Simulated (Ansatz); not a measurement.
Consider K2S in the anti-fluorite structure (space group Fm-3m, No. 225; a = 7.3360 Å). Axes: x, y, z lie along the cube axes.

Method: PBEsol (Ansatz, a quantum-chemistry and plane-wave program; PAW; 420 eV plane waves; without spin-orbit coupling).

The change: the cell is compressed by 2.50 % along z with no lateral relaxation; the atoms relax in the strained cell.

Predict the stress tensor and what it implies for the stiffness.

Stress of the strained cell less that of the base (GPa, compression positive):
```
   0.33    0.00    0.00
   0.00    0.33    0.00
   0.00    0.00    0.93
```

Then −Δσ_ii/ε with ε = -0.0250 gives secant stiffness values (nonlinear terms included at this strain): C33 ≈ 37 GPa, C13 ≈ 13 GPa and C23 ≈ 13 GPa.

Whether these cells are dynamically stable was not tested.
